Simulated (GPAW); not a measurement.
# SnTe (Fm-3m) in GPAW: a series of runs, part 2 of 2

GPAW 26.7.0. The steps go on from the part before.

### 4 Dielectric tensor, LDA

run.py

```python
import numpy as np
from ase.dft.bandgap import bandgap
from ase.io import read, write
from gpaw import GPAW, PW
from gpaw.response.df import DielectricFunction

atoms = read('POSCAR')

calc = GPAW(mode=PW(400),
            xc='LDA',
            kpts={'size': (6, 6, 6), 'gamma': True},
            occupations={'name': 'fermi-dirac', 'width': 0.001},
            nbands=19,
            convergence={'density': 1e-06},
            maxiter=150,
            txt='gpaw.txt')
atoms.calc = calc
energy = atoms.get_potential_energy()
calc.write('gs.gpw')
write('result.traj', atoms)
print(f'Energy: {energy:.6f} eV')
print('Fermi level:', round(calc.get_fermi_level(), 4), 'eV')
print(f'Gap: {bandgap(calc)[0]:.4f} eV, direct: {bandgap(calc, direct=True)[0]:.4f} eV')

for size in [(18, 18, 18)]:
    name = 'x'.join(str(n) for n in size)
    dense = calc.fixed_density(kpts={'size': size, 'gamma': True},
                               nbands=36, convergence={'bands': 30, 'eigenstates': 1e-7},
                               update_fermi_level=True, txt=f'dense-{name}.txt')
    dense.write(f'{name}.gpw', mode='all')
    df = DielectricFunction(f'{name}.gpw', frequencies=np.array([0.0]), hilbert=False, eta=0.001,
                            ecut=80, nbands=30, intraband=False, txt=f'df-{name}.txt')
    for xc in ['RPA']:
        for direction in ['x', 'y', 'z', [0, 1, 1], [1, 0, 1], [1, 1, 0]]:
            e0, e = df.get_macroscopic_dielectric_constant(xc=xc, direction=direction)
            print(f'{name} {xc} {direction}: {e0:.4f} without, {e:.4f} with local fields')
```

POSCAR

```
SnTe
1.0
    0.0000000000      3.1508500000      3.1508500000
    3.1508500000      0.0000000000      3.1508500000
    3.1508500000      3.1508500000      0.0000000000
Te Sn
1 1
Direct
    0.5000000000      0.5000000000      0.5000000000
    0.0000000000      0.0000000000      0.0000000000
```

Potentials or basis: the program's PAW data sets (release 1.2.1) made for this functional, pw.

Run with:

```console
$ OMP_NUM_THREADS=1 python run.py
```

gpaw.txt:

```text
__  _  _
 | _ |_)|_||  |
 |__||  | ||/\| - 26.7.0

Input parameters:
  mode=PW(ecut=400.0),
  convergence={'density': 1e-06},
  kpts=MonkhorstPack(size=(6, 6, 6), gamma=True),
  maxiter=150,
  nbands=19,
  occupations=Occupations(name='fermi-dirac', width=0.001),
  xc=XC(name='LDA')

Diagonalizing LCAO Hamiltonian
Converting LCAO to pw mode

                 Te

       Sn

Atoms  # Å, Bohr magnetons
|   | symbol |        x |        y |        z |    initial magnetic moments |
|---|--------|----------|----------|----------|-----------------------------|
| 0 |     Te | 3.150850 | 3.150850 | 3.150850 | ( 0.0000,  0.0000,  0.0000) |
| 1 |     Sn | 0.000000 | 0.000000 | 0.000000 | ( 0.0000,  0.0000,  0.0000) |

Unit cell  # Å
| periodic |        x |        y |        z |  lengths |    angles |
|----------|----------|----------|----------|----------|-----------|
|      yes | 0.000000 | 3.150850 | 3.150850 | 4.455975 | 60.000000 |
|      yes | 3.150850 | 0.000000 | 3.150850 | 4.455975 | 60.000000 |
|      yes | 3.150850 | 3.150850 | 0.000000 | 4.455975 | 60.000000 |

Number of symmetries: 48
Symmetry operations  # r_c * U_cc + t_c -> r_c
|    | kind |            matrix            |
|----|------|------------------------------|
|  0 |  σ   |  1, 0, 0,  1, 0,-1,  1,-1, 0 |
|  1 |  C2  |  1, 0, 0,  1,-1, 0,  1, 0,-1 |
|  2 |  E   |  1, 0, 0,  0, 1, 0,  0, 0, 1 |
|  3 |  σ   |  1, 0, 0,  0, 0, 1,  0, 1, 0 |
|  4 |  C4  |  1, 0,-1,  1, 0, 0,  1,-1, 0 |
|  5 |  S6  |  1, 0,-1,  1,-1, 0,  1, 0, 0 |
|  6 |  σ   |  1, 0,-1,  0, 1,-1,  0, 0,-1 |
|  7 |  C3  |  1, 0,-1,  0, 0,-1,  0, 1,-1 |
|  8 |  S6  |  1,-1, 0,  1, 0, 0,  1, 0,-1 |
|  9 |  C4  |  1,-1, 0,  1, 0,-1,  1, 0, 0 |
| 10 |  C3  |  1,-1, 0,  0,-1, 1,  0,-1, 0 |
| 11 |  σ   |  1,-1, 0,  0,-1, 0,  0,-1, 1 |
| 12 |  σ   |  0, 1, 0,  1, 0, 0,  0, 0, 1 |
| 13 |  C4  |  0, 1, 0,  0, 1,-1, -1, 1, 0 |
| 14 |  C3  |  0, 1, 0,  0, 0, 1,  1, 0, 0 |
| 15 |  S6  |  0, 1, 0, -1, 1, 0,  0, 1,-1 |
| 16 |  C2  |  0, 1,-1,  1, 0,-1,  0, 0,-1 |
| 17 |  σ   |  0, 1,-1,  0, 1, 0, -1, 1, 0 |
| 18 |  S4  |  0, 1,-1,  0, 0,-1,  1, 0,-1 |
| 19 |  C4  |  0, 1,-1, -1, 1, 0,  0, 1, 0 |
| 20 |  C3  |  0, 0, 1,  1, 0, 0,  0, 1, 0 |
| 21 |  σ   |  0, 0, 1,  0, 1, 0,  1, 0, 0 |
| 22 |  S6  |  0, 0, 1,  0,-1, 1, -1, 0, 1 |
| 23 |  C4  |  0, 0, 1, -1, 0, 1,  0,-1, 1 |
| 24 |  S4  |  0, 0,-1,  1, 0,-1,  0, 1,-1 |
| 25 |  C3  |  0, 0,-1,  0, 1,-1,  1, 0,-1 |
| 26 |  C2  |  0, 0,-1,  0,-1, 0, -1, 0, 0 |
| 27 |  S6  |  0, 0,-1, -1, 0, 0,  0,-1, 0 |
| 28 |  S4  |  0,-1, 1,  1,-1, 0,  0,-1, 0 |
| 29 |  C4  |  0,-1, 1,  0, 0, 1, -1, 0, 1 |
[... 85 lines left out ...]
    |    p |        |      21.098 |    1.196 |
    |    d |        |       0.000 |    1.238 |

    Using partial waves for Te as LCAO basis

  Sn:
    name:    Tin
    Z:       50.0
    valence: 14
    core:    36
    charge:  0.0  # [|e|]
    compensation charges:
      type: gauss
      rc: 0.38  # [Å]
      lmax: 2
    cutoffs:
      filter: 2.23  # [Å]
      core: 2.35  # [Å]
    projectors
    | kind |    occ | energy [eV] | rcut [Å] |
    |------|--------|-------------|----------|
    |   5s |  2.000 |     -10.799 |    1.201 |
    |   5p |  2.000 |      -3.869 |    1.270 |
    |   4d | 10.000 |     -25.910 |    1.185 |
    |    s |        |      16.413 |    1.201 |
    |    p |        |      23.342 |    1.270 |
    |    d |        |       1.302 |    1.185 |

    Using partial waves for Sn as LCAO basis

Reference energy: -352503.082954  # eV

eigensolver:
  PPCG
  Converge bands: occupied
  niter=2

density mixing:
  MSR1-Mixer
  Pratt-step length: 0.05
  Maximum mixing coefficient: 0.75
  Old densities: 10
  SVD Regularization: 0.005
  Good broyden scale: 1.0
  Trust region scale: 1.0
  Backstep threshold: 4.0
  History deletion threshold: 6.0
  Fourier metric: weight=20.0, sigma=0.015

occupation numbers:
  Fermi-Dirac:
    width: 0.0010  # eV

poisson solver:
  ecut: 3200.0  # eV

xc functional:
  name: None

convergence criteria:
- Maximum integral of absolute [dens]ity change: 1e-06 electrons / valence electron
- Maximum [total energy] change in last 3 cyles: 0.0005 eV / valence electron
- Maximum integral of absolute [eigenst]ate change: 4e-08 eV^2 / valence electron
maximum number of iterations: 150

SCF iterations
|iter     | |      energy | eigst |  dens |
|---------|-|-------------|-------|-------|
|iter:   1| |   -9.042509 | -0.24 |       |
|iter:   2| |   -9.034384 | -2.46 | -1.49 |
|iter:   3| |   -8.992311 | -2.87 | -1.53 |
|iter:   4| |   -8.991591 | -4.48 | -2.14 |
|iter:   5| |   -8.991549c| -5.21 | -2.67 |
|iter:   6| |   -8.991550c| -6.62 | -3.37 |
|iter:   7| |   -8.991550c| -7.89c| -4.21 |
|iter:   8| |   -8.991550c| -8.05c| -4.75 |
|iter:   9| |   -8.991550c| -8.65c| -6.01c|

Converged in 9 steps
Energy contributions relative to reference atoms: (reference = -352503.082954)

Energy contributions:
  Kinetic:          12.638940
  Coulomb:         -13.026364
  Zero:              0.200574
  External:          0.000000
  Xc:               -8.804700
  Entropy:          -0.000000
  Spinorbit:         0.000000
  ----------------------------
  Free energy:      -8.991550
  Extrapolated:     -8.991550

dipole moment: (-21.523430, -21.523430, -21.523430)  # |e|*Ang

Fermi level: 6.120
Eigenvalues  # (at kpt = [0.000, 0.000, 0.000])
| band index |      eig [eV] | occ [0-2] |
|------------|---------------|-----------|
|          0 |       -15.617 |     2.000 |
|        ... |               |           |
|          2 |       -15.605 |     2.000 |
|          3 |       -15.605 |     2.000 |
|          4 |       -15.605 |     2.000 |
|          5 |        -6.705 |     2.000 |
|          6 |         1.290 |     2.000 |
|          7 |         3.999 |     2.000 |
[... 9 lines left out ...]
|         17 |        13.152 |     0.000 |
|         18 |        13.152 |     0.000 |

Gap: 0.111 eV
Transition (v -> c):
  (s=0, k=15, n=9, [0.50, 0.50, 0.50]) -> (s=0, k=15, n=10, [0.50, 0.50, 0.50])
No difference between direct/indirect transitions
# Writing to gs.gpw (mode='')
```

stdout:

```text
Energy: -8.991550 eV
Fermi level: 6.1197 eV
Gap: 0.1110 eV, direct: 0.1110 eV
18x18x18 RPA x: 78.6700 without, 74.7720 with local fields
18x18x18 RPA y: 78.6700 without, 74.7720 with local fields
18x18x18 RPA z: 78.6700 without, 74.7720 with local fields
18x18x18 RPA [0, 1, 1]: 78.6700 without, 74.7720 with local fields
18x18x18 RPA [1, 0, 1]: 78.6700 without, 74.7720 with local fields
18x18x18 RPA [1, 1, 0]: 78.6700 without, 74.7720 with local fields
```

df-18x18x18.txt:

```text
FrequencyGridDescriptor(from 0.000 to 0.000 eV, 1 points)
FrequencyGridDescriptor(from 0.000 to 0.000 eV, 1 points)

Calculating chi0 body with:
    Ground state adapter containing:
    Number of spins: 1
    Number of kpoints: 5832
    Number of irreducible kpoints: 195
    Number of completely occupied states: 10
    Number of partially occupied states: 10

    Linear response parametrization:
    q_c: [0.0, 0.0, 0.0]
    Number of frequency points: 1
    Planewave cutoff: 80.0
    Number of bands: 30
    Number of planewaves: 113
    Broadening (eta): 0.001

Integrating chi0 body.

Symmetries of q_c:
    Direct symmetries (Uq -> q): 48
    Indirect symmetries (TUq -> q): 0
In total 48 allowed symmetries.

Integral kind: response function

Calculating chi0 optical extensions with:
    Ground state adapter containing:
    Number of spins: 1
    Number of kpoints: 5832
    Number of irreducible kpoints: 195
    Number of completely occupied states: 10
    Number of partially occupied states: 10

    Linear response parametrization:
    Number of frequency points: 1
    Planewave cutoff: 80.0
    Number of bands: 30
    Number of planewaves: 113
    Broadening (eta): 0.001
Integrating chi0 head and wings.

Symmetries of q_c:
    Direct symmetries (Uq -> q): 48
    Indirect symmetries (TUq -> q): 0
In total 48 allowed symmetries.

Integral kind: response function wings

Finished calculating chi0
```

Wall time 3.3 min (1 thread of Arm Neoverse V2, shared host); peak memory 0.45 GiB.

What came out:

```yaml
Free_energy: -8.9915 eV
Band_gap_on_the_k_mesh: 0.11 eV, direct
Electronic_dielectric_tensor_diagonal: 74.77
```

Electronic dielectric tensor:
```
74.77  0.00  0.00
 0.00 74.77  0.00
 0.00  0.00 74.77
```

Caveat: the gap is small at this level, which inflates the dielectric constant; the long-wavelength limit can be off by a per cent or two; spin-orbit coupling is left out, which moves the levels of the heavy elements.

### 5 Dielectric tensor, AM05

run.py, as its differences from that of step 4:

```diff
@@ -3,4 +3,6 @@
 from ase.io import read, write
-from gpaw import GPAW, PW
+from gpaw import GPAW, PW, setup_paths
 from gpaw.response.df import DielectricFunction
+
+setup_paths.insert(0, '.')
 
@@ -9,3 +11,3 @@
 calc = GPAW(mode=PW(400),
-            xc='LDA',
+            xc='AM05',
             kpts={'size': (6, 6, 6), 'gamma': True},
```

POSCAR is that of step 4.

Potentials or basis: PAW data sets generated in the run's folder for this functional, pw.

Run with:

```console
$ gpaw-setup -f AM05 Sn Te
$ OMP_NUM_THREADS=1 python run.py
```

gpaw.txt:

```text
__  _  _
 | _ |_)|_||  |
 |__||  | ||/\| - 26.7.0

Input parameters:
  mode=PW(ecut=400.0),
  convergence={'density': 1e-06},
  kpts=MonkhorstPack(size=(6, 6, 6), gamma=True),
  maxiter=150,
  nbands=19,
  occupations=Occupations(name='fermi-dirac', width=0.001),
  xc=XC(name='AM05')

Diagonalizing LCAO Hamiltonian
Converting LCAO to pw mode

                 Te

       Sn

Atoms  # Å, Bohr magnetons
|   | symbol |        x |        y |        z |    initial magnetic moments |
|---|--------|----------|----------|----------|-----------------------------|
| 0 |     Te | 3.150850 | 3.150850 | 3.150850 | ( 0.0000,  0.0000,  0.0000) |
| 1 |     Sn | 0.000000 | 0.000000 | 0.000000 | ( 0.0000,  0.0000,  0.0000) |

Unit cell  # Å
| periodic |        x |        y |        z |  lengths |    angles |
|----------|----------|----------|----------|----------|-----------|
|      yes | 0.000000 | 3.150850 | 3.150850 | 4.455975 | 60.000000 |
|      yes | 3.150850 | 0.000000 | 3.150850 | 4.455975 | 60.000000 |
|      yes | 3.150850 | 3.150850 | 0.000000 | 4.455975 | 60.000000 |

Number of symmetries: 48
Symmetry operations  # r_c * U_cc + t_c -> r_c
|    | kind |            matrix            |
|----|------|------------------------------|
|  0 |  σ   |  1, 0, 0,  1, 0,-1,  1,-1, 0 |
|  1 |  C2  |  1, 0, 0,  1,-1, 0,  1, 0,-1 |
|  2 |  E   |  1, 0, 0,  0, 1, 0,  0, 0, 1 |
|  3 |  σ   |  1, 0, 0,  0, 0, 1,  0, 1, 0 |
|  4 |  C4  |  1, 0,-1,  1, 0, 0,  1,-1, 0 |
|  5 |  S6  |  1, 0,-1,  1,-1, 0,  1, 0, 0 |
|  6 |  σ   |  1, 0,-1,  0, 1,-1,  0, 0,-1 |
[... 152 lines left out ...]
  Trust region scale: 1.0
  Backstep threshold: 4.0
  History deletion threshold: 6.0
  Fourier metric: weight=20.0, sigma=0.015

occupation numbers:
  Fermi-Dirac:
    width: 0.0010  # eV

poisson solver:
  ecut: 3200.0  # eV

xc functional:
  name: AM05 with 2 nearest neighbor stencil

convergence criteria:
- Maximum integral of absolute [dens]ity change: 1e-06 electrons / valence electron
- Maximum [total energy] change in last 3 cyles: 0.0005 eV / valence electron
- Maximum integral of absolute [eigenst]ate change: 4e-08 eV^2 / valence electron
maximum number of iterations: 150

SCF iterations
|iter     | |      energy | eigst |  dens |
|---------|-|-------------|-------|-------|
|iter:   1| |   -7.922695 | -0.23 |       |
|iter:   2| |   -7.916742 | -2.39 | -1.50 |
|iter:   3| |   -7.884494 | -2.79 | -1.54 |
|iter:   4| |   -7.884848 | -4.23 | -2.14 |
|iter:   5| |   -7.884955c| -5.03 | -2.66 |
|iter:   6| |   -7.884958c| -6.50 | -3.33 |
|iter:   7| |   -7.884958c| -7.84c| -4.26 |
|iter:   8| |   -7.884958c| -7.79c| -4.71 |
|iter:   9| |   -7.884958c| -8.38c| -5.90 |
|iter:  10| |   -7.884958c| -9.07c| -6.33c|

Converged in 10 steps
Energy contributions relative to reference atoms: (reference = -352515.799425)

Energy contributions:
  Kinetic:          13.868932
  Coulomb:         -14.150026
  Zero:              0.198208
  External:          0.000000
  Xc:               -7.802072
  Entropy:          -0.000000
  Spinorbit:         0.000000
  ----------------------------
  Free energy:      -7.884958
  Extrapolated:     -7.884958

dipole moment: (-21.411872, -21.411872, -21.411872)  # |e|*Ang

Fermi level: 6.414
Eigenvalues  # (at kpt = [0.000, 0.000, 0.000])
| band index |      eig [eV] | occ [0-2] |
|------------|---------------|-----------|
|          0 |       -15.473 |     2.000 |
|        ... |               |           |
|          2 |       -15.467 |     2.000 |
|          3 |       -15.467 |     2.000 |
|          4 |       -15.467 |     2.000 |
|          5 |        -6.442 |     2.000 |
|          6 |         1.662 |     2.000 |
|          7 |         4.221 |     2.000 |
[... 9 lines left out ...]
|         17 |        13.287 |     0.000 |
|         18 |        13.287 |     0.000 |

Gap: 0.124 eV
Transition (v -> c):
  (s=0, k=15, n=9, [0.50, 0.50, 0.50]) -> (s=0, k=15, n=10, [0.50, 0.50, 0.50])
No difference between direct/indirect transitions
# Writing to gs.gpw (mode='')
```

stdout:

```text
Energy: -7.884958 eV
Fermi level: 6.4137 eV
Gap: 0.1241 eV, direct: 0.1241 eV
18x18x18 RPA x: 74.4599 without, 70.5507 with local fields
18x18x18 RPA y: 74.4599 without, 70.5507 with local fields
18x18x18 RPA z: 74.4599 without, 70.5507 with local fields
18x18x18 RPA [0, 1, 1]: 74.4599 without, 70.5507 with local fields
18x18x18 RPA [1, 0, 1]: 74.4599 without, 70.5507 with local fields
18x18x18 RPA [1, 1, 0]: 74.4599 without, 70.5507 with local fields
```

df-18x18x18.txt:

```text
FrequencyGridDescriptor(from 0.000 to 0.000 eV, 1 points)
FrequencyGridDescriptor(from 0.000 to 0.000 eV, 1 points)

Calculating chi0 body with:
    Ground state adapter containing:
    Number of spins: 1
    Number of kpoints: 5832
    Number of irreducible kpoints: 195
    Number of completely occupied states: 10
    Number of partially occupied states: 10

    Linear response parametrization:
    q_c: [0.0, 0.0, 0.0]
    Number of frequency points: 1
    Planewave cutoff: 80.0
    Number of bands: 30
    Number of planewaves: 113
    Broadening (eta): 0.001

Integrating chi0 body.

Symmetries of q_c:
    Direct symmetries (Uq -> q): 48
    Indirect symmetries (TUq -> q): 0
In total 48 allowed symmetries.

Integral kind: response function

Calculating chi0 optical extensions with:
    Ground state adapter containing:
    Number of spins: 1
    Number of kpoints: 5832
    Number of irreducible kpoints: 195
    Number of completely occupied states: 10
    Number of partially occupied states: 10

    Linear response parametrization:
    Number of frequency points: 1
    Planewave cutoff: 80.0
    Number of bands: 30
    Number of planewaves: 113
    Broadening (eta): 0.001
Integrating chi0 head and wings.

Symmetries of q_c:
    Direct symmetries (Uq -> q): 48
    Indirect symmetries (TUq -> q): 0
In total 48 allowed symmetries.

Integral kind: response function wings

Finished calculating chi0
```

Run time: 3.5 min. Hardware: 1 thread of Arm Neoverse V2, shared host; peak memory 0.46 GiB.

Results:

| Item | Value |
| --- | --- |
| Free energy | -7.8850 eV |
| Band gap on the k mesh | 0.12 eV, direct |
| Electronic dielectric tensor (diagonal) | 70.55 |

Electronic dielectric tensor:
```
70.55  0.00  0.00
 0.00 70.55  0.00
 0.00  0.00 70.55
```

Caveat: the gap is small at this level, which inflates the dielectric constant; the long-wavelength limit can be off by a per cent or two; spin-orbit coupling is left out, which moves the levels of the heavy elements.

### 6 Overview

| task | level | potentials or basis | cutoff (eV) | smearing | response ecut | response k mesh | response bands | kernels | coarser k mesh | gap on the mesh (eV) |
| --- | --- | --- | --- | --- | --- | --- | --- | --- | --- | --- |
| equation of state | RPBE | the program's PAW data sets (release 1.2.1) made for this functional, pw | 600 | fermi-dirac 0.05 eV | - | - | - | - | - | - |
| dielectric tensor | LDA | the program's PAW data sets (release 1.2.1) made for this functional, pw | 400 | fermi-dirac 0.001 eV | 80 eV | 18 × 18 × 18 | 30 | ["RPA"] | 18 × 18 × 18 | 0.11 |
| dielectric tensor | AM05 | PAW data sets generated in the run's folder for this functional, pw | 400 | fermi-dirac 0.001 eV | 80 eV | 18 × 18 × 18 | 30 | ["RPA"] | 18 × 18 × 18 | 0.12 |

Alike in all rows: no spin polarisation; cell as given; k mesh 6 × 6 × 6.

Caveats: the gap is small at this level, which inflates the dielectric constant (some runs); the long-wavelength limit can be off by a per cent or two (some runs); spin-orbit coupling is left out, which moves the levels of the heavy elements (some runs).

Absolute energies hang on the potentials; compare differences alone.

### 7 Comparison with measurements

Step 4. Against the measured gap of SnTe, 0.18 eV (direct; 300 K; a printed reference work, textbook), the calculated 0.11 eV is off by -0.07 eV. Spin-orbit coupling on Sn, Te is left out. The value is that of LDA on a finite k mesh, which can miss the band edges, without temperature or zero-point motion. Semilocal functionals fall short of measured gaps as a rule.

Step 5. A measured gap of SnTe is 0.18 eV (direct; 300 K; a printed reference work, textbook); the calculated 0.12 eV misses it by -0.06 eV. Spin-orbit coupling on Sn, Te is left out. The value is that of AM05 on a finite k mesh, which can miss the band edges, without temperature or zero-point motion. Semilocal functionals fall short of measured gaps as a rule.
